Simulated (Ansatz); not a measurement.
# Potassium, fcc under RPBE: from relaxation to bulk modulus

What does RPBE give for potassium in the fcc structure? We relax it, solve it on a dense k-mesh, then scale the cell to 7 volumes from 88 to 112 % of the relaxed one and try a fit of the equation of state. Spin polarisation is left out. The k-meshes are 8×8×8 for the relaxation; 13×13×13 for the dense run; 9×9×9 for the volumes.

This is K in the fcc structure; at room conditions it is bcc.

Method: DFT RPBE, plane waves (420 eV) with PAW, scalar-relativistic; the PAW data stem from PBE, with regenerated cores, in Ansatz 0.2.0.

### 1 Starting point

It takes space group Fm-3m (No. 225, cubic). Conventional cell: a = 6.583 Å, b = 6.583 Å, c = 6.583 Å, α = 90.00°, β = 90.00°, γ = 90.00°.

Structure file:

```cif
data_structure
_symmetry_space_group_name_H-M 'Fm-3m'
_symmetry_Int_Tables_number 225
_cell_length_a 6.5831
_cell_length_b 6.5831
_cell_length_c 6.5831
_cell_angle_alpha 90.000
_cell_angle_beta 90.000
_cell_angle_gamma 90.000
_cell_volume 285.29
loop_
_atom_site_label
_atom_site_type_symbol
_atom_site_symmetry_multiplicity
_atom_site_Wyckoff_symbol
_atom_site_fract_x
_atom_site_fract_y
_atom_site_fract_z
_atom_site_occupancy
K1 K 4 a 0.00000 0.00000 0.00000 1
```

### 2 Geometry optimisation

The input, input.yaml:

```yaml
crystal:
  lattice:
    - [0.0, 3.2915437429, 3.2915437429]
    - [3.2915437429, 0.0, 3.2915437429]
    - [3.2915437429, 3.2915437429, 0.0]
  atoms:
    - { symbol: K, position: [0.0, 0.0, 0.0] }
hamiltonian:
  xc: rpbe
  pseudopotentials:
    kind: paw
    azcp:
      K: "pseudopotentials/K.paw.azcp"
basis:
  ecutwfc: 420
  fft_grid_basis: typed
kpoints:
  mp_grid: { grid: [8, 8, 8], shift: [0, 0, 0] }
magnetization:
  spin_polarized: false
scf:
  occupations: { method: fermi_dirac, width: 0.1 }
relax:
  max_steps: 60
  f_tol: 0.01
  cell: {}
```

Further steps of the session: The energy on a finer k-mesh; Equation of state: 88 %; Equation of state: 92 %; Equation of state: 96 %; Equation of state: 100 %; Equation of state: 104 %; Equation of state: 108 %; Equation of state: 112 %.

**Question.** What will these runs give? Wanted: space group; conventional cell; volume; shortest distance; gap on the mesh; relative to bcc; V₀, B₀, B₀′.

**Answer**, as computed:

| quantity | value |
| --- | --- |
| space group (spins left aside) | Fm-3m (No. 225) |
| conventional cell | a = 6.871 Å |
| volume | 81.106 Å³/atom |
| shortest distance | 4.859 Å |
| gap on the mesh | none (levels filled in part) |
| relative to bcc | +1 meV/atom |
| V₀, B₀, B₀′ | 80.574 Å³/atom, 3.1 GPa, 3.7 |

**Reading.** From the guessed start the volume grew by 13.7 % in 5 steps. Against the reference form of potassium (bcc, computed apart with the same settings) it stands 1 meV/atom higher, within what mesh and smearing can decide. Levels at the Fermi energy are filled in part, as in a metal. B₀ comes out at 3.1 GPa, a soft solid. Relaxation kept the symmetry; phonons were not checked.
